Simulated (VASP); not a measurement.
**GaP: optical spectrum with PBE**

**The experiment to reproduce.**

“Stacking defects in GaP nanowires: Electronic structure and optical properties”, 2018, arxiv:1810.01194 quotes, for a bulk crystal of GaP at 10 K: band gap 2.34 eV (indirect).

GaP:

```
Ga P
1.0
     0.00000    2.71842    2.71842
     2.71842    0.00000    2.71842
     2.71842    2.71842    0.00000
Ga P
1 1
Cartesian
  0.0000 0.0000 0.0000
  1.3592 1.3592 1.3592
```

```yaml
Program: VASP 6.6.1
Task: optical spectrum
Functional: PBE
Potentials_or_basis: VASP PAW PBE potentials, release 64 (Ga_d, P)
Cutoff: 520 eV
k_mesh: 8 × 8 × 8
Occupations: gaussian, width 0.03 eV
Spin: no spin polarisation
Further_INCAR_settings: ALGO = Fast; EDIFF = 1e-06; NBANDS = 33
```

The pressure is 3.1 GPa. The band gap on the k mesh is 1.63 eV, indirect (least direct gap 1.89 eV).

Levels at points of the mesh, in eV from the valence-band top:
```tsv
k point	band 7	band 8	band 9	band 10	band 11	band 12
(0.00, 0.00, 0.00)	0.00	0.00	0.00	1.89	3.89	3.89
(0.50, 0.00, 0.00)	-6.67	-1.13	-1.13	1.70	4.72	4.72
(0.50, 0.50, 0.00)	-6.79	-2.71	-2.71	1.64	1.81	10.65
```

Dielectric function (mean over the directions given):
| energy (eV) | real part | imaginary part |
| --- | --- | --- |
| 0.26 | 11.64 | 0.04 |
| 0.92 | 12.27 | 0.16 |
| 1.57 | 14.24 | 0.60 |
| 2.30 | 17.57 | 1.63 |
| 2.95 | 3.88 | 11.79 |
| 3.61 | 20.85 | 13.29 |
| 4.33 | 12.55 | 29.24 |
| 4.99 | -1.20 | 8.94 |
| 5.64 | 0.78 | 11.34 |
| 6.36 | -9.45 | 6.77 |
| 7.02 | -6.67 | 5.44 |
| 7.68 | -5.25 | 2.19 |
| 8.40 | -2.20 | 2.30 |
| 9.05 | -2.60 | 2.65 |
| 9.71 | -2.82 | 2.11 |
| 10.43 | -2.09 | 0.83 |
| 11.09 | -1.26 | 1.09 |
| 11.74 | -1.42 | 0.73 |
| 12.47 | -1.01 | 0.57 |
| 13.12 | -0.87 | 0.46 |
| 13.78 | -0.55 | 0.33 |
| 14.50 | -0.28 | 0.36 |
| 15.16 | -0.19 | 0.26 |
| 15.81 | -0.04 | 0.28 |
| 16.53 | 0.02 | 0.21 |
| 17.19 | 0.10 | 0.24 |
| 17.85 | 0.16 | 0.17 |
| 18.57 | 0.28 | 0.23 |
| 19.22 | 0.27 | 0.23 |
| 19.94 | 0.35 | 0.18 |

It took 20 s on 1 thread of Intel(R) Xeon(R) 6975P-C (Granite Rapids), on a shared host, peak memory 0.2 GiB.

Against the measured gap of GaP, 2.34 eV (indirect; 10 K; quoted in “Stacking defects in GaP nanowires: Electronic structure and optical properties”, 2018, arxiv:1810.01194), the calculated 1.63 eV is off by -0.71 eV. Spin-orbit coupling on Ga is left out. The value is that of PBE on a finite k mesh, which can miss the band edges, without temperature or zero-point motion. Semilocal functionals fall short of measured gaps as a rule.

Caveat: spectra need much finer meshes, so this one isn't converged; independent-particle spectra lack excitons.
